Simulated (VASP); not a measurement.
Input of a VASP 6.6.1 run:

The input INCAR:

```
SYSTEM = Zn
PREC = Accurate
ENCUT = 520
EDIFF = 1E-7
ISMEAR = -1
SIGMA = 0.05
LREAL = .FALSE.
LASPH = .TRUE.
NELM = 80
ALGO = Normal
ISIF = 2
LWAVE = .FALSE.
LCHARG = .FALSE.
GGA = PE
NBANDS = 12
```

KPOINTS

```
regular mesh
0
G
  12 12 12
  0 0 0
```

The input POSCAR:

```
Zn
1.0
   -1.5690370000      1.5690370000      1.5690370000
    1.5690370000     -1.5690370000      1.5690370000
    1.5690370000      1.5690370000     -1.5690370000
Zn
1
Direct
    0.0000000000      0.0000000000      0.0000000000
```

Potentials or basis: VASP PAW PBE potentials, release 64 (Zn).

Run with:

```bash
$ cat potpaw_PBE.64/Zn/POTCAR > POTCAR
$ mpirun -np 1 vasp_std > vasp.out
```

Problem. Estimate the pressure.

Solution. -0.1 GPa.

Problem. Predict the band gap on the k mesh.

Solution. None (metal or under the smearing width).
